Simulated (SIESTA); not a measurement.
**How far to go with shifted k-point meshes: NaBr (I4mm, 2 atoms in the cell)**

```
NaBr
1.0
    0.00000     2.97008     2.97008
    2.97008     0.00000     2.97008
    2.97008     2.97008     0.00000
Na Br
1 1
Direct
  0.00842   0.00842   0.99158
  0.50000   0.50000   0.50000
```

Computed with GGA PBE, numerical atomic orbitals DZP, PseudoDojo PBE standard norm-conserving potentials (rewritten from UPF to PSML) (SIESTA 5.4.2).

Base settings: XC.functional = GGA; XC.authors = PBE; potentials = PseudoDojo PBE standard; PAO.BasisSize = DZP; PAO.EnergyShift = 0.01 Ry; MeshCutoff = 350 Ry; kgrid.MonkhorstPack = 7 7 7; OccupationFunction = FD; ElectronicTemperature = 232.09 K; MaxSCFIterations = 150.

Shifted meshes do not hold Γ, so a gap read on them misses any band edge there.

Only quantities that move along the ladder and can be compared are tabulated.

Core times come from one kind of shared machine, to one figure; runs under 30 s give none.

The starting cell has typed, rounded lattice constants, without a prior relaxation at this level. Its lattice was rescaled by up to half a per cent. One atom was moved a little off its site on purpose. Values carry the incompleteness of an atom-centred basis.

| kgrid.MonkhorstPack | free energy less the last step's (meV/atom) | gap on the mesh (eV) | core time / last (rough) |
|---|---|---|---|
| 2 2 2 shifted by 0.5 0.5 0.5 | 1.86 | 6.015 | – |
| 3 3 3 shifted by 0.5 0.5 0.5 | -0.46 | 5.279 | – |
| 4 4 4 shifted by 0.5 0.5 0.5 | -0.14 | 4.909 | – |
| 5 5 5 shifted by 0.5 0.5 0.5 | 0.00 | 4.710 | – |
| 6 6 6 shifted by 0.5 0.5 0.5 | 0.00 | 4.594 | – |
| 7 7 7 shifted by 0.5 0.5 0.5 | 0.00 | 4.521 | – |
| 8 8 8 shifted by 0.5 0.5 0.5 | 0.00 | 4.473 | – |
| 9 9 9 shifted by 0.5 0.5 0.5 | 0.00 | 4.438 | – |
| 10 10 10 shifted by 0.5 0.5 0.5 | 0.00 | 4.414 | – |
| 11 11 11 shifted by 0.5 0.5 0.5 | 0.00 | 4.395 | – |
| 12 12 12 shifted by 0.5 0.5 0.5 | 0.00 | 4.381 | – |
| 14 14 14 shifted by 0.5 0.5 0.5 | 0.00 | 4.361 | – |
| 15 15 15 shifted by 0.5 0.5 0.5 | 0.00 | 4.354 | 0.5 |
| 17 17 17 shifted by 0.5 0.5 0.5 | 0.00 | 4.343 | 0.6 |
| 19 19 19 shifted by 0.5 0.5 0.5 | 0.00 | 4.336 | 0.8 |
| 21 21 21 shifted by 0.5 0.5 0.5 | 0.00 | 4.330 | 1 |

Coarsest kgrid.MonkhorstPack that holds the free energy within 1 meV/atom of the last step, with all finer ones: 3 3 3 shifted by 0.5 0.5 0.5; the step before is off by 1.9 meV/atom.
